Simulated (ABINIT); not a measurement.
Runs of ABINIT 10.8.3 (patched build) on Bi. Symmetry: Im-3m, No. 229, cubic system. The conventional cell has a = 3.963 Å, b = 3.963 Å, c = 3.963 Å, α = 90.00°, β = 90.00°, γ = 90.00°. Bi (site symmetry m-3m) has 8 Bi at 3.43 Å as nearest neighbours. This isn't the form of Bi at room conditions, which is rhombohedral.

| potentials or basis | cutoff (eV) | fine-grid cutoff | gap on the mesh (eV) | pressure (GPa) |
| --- | --- | --- | --- | --- |
| Ansatz NC r2SCAN | 1197 | - | none | 0.1 |
| SG15 NC PBE v1.2 | 707 | - | none | -1.2 |
| JTH PAW PBE v2.0 | 707 | 1306.15 eV | none | (a) |
| PseudoDojo NC SR PBE v0.4.1 standard | 1088 | - | none | -0.7 |
| Ansatz PAW PBE default generated set, frozen core | 490 | 979.61 eV | none | (b) |

Alike in all rows: task band structure; level r2SCAN; no spin polarisation; cell as given; k mesh 9 × 9 × 9; smearing fermi-dirac 0.05 eV.

Question: Estimate the missing entries.

Answer: (a) -0.4; (b) 0.0.

Caveats: spin-orbit coupling is left out, which moves the levels of the heavy elements; the potentials were made for another functional, which shifts forces and pressure (some runs); the PAW data sets were made with another functional, which shifts forces and pressure a little (some runs); a meta-GGA on potentials with a model core is unreliable (some runs).

A k mesh can miss the band edges, and the runs leave out spin-orbit coupling on Bi.

A gap of «none» marks a metal or a gap under the smearing width.
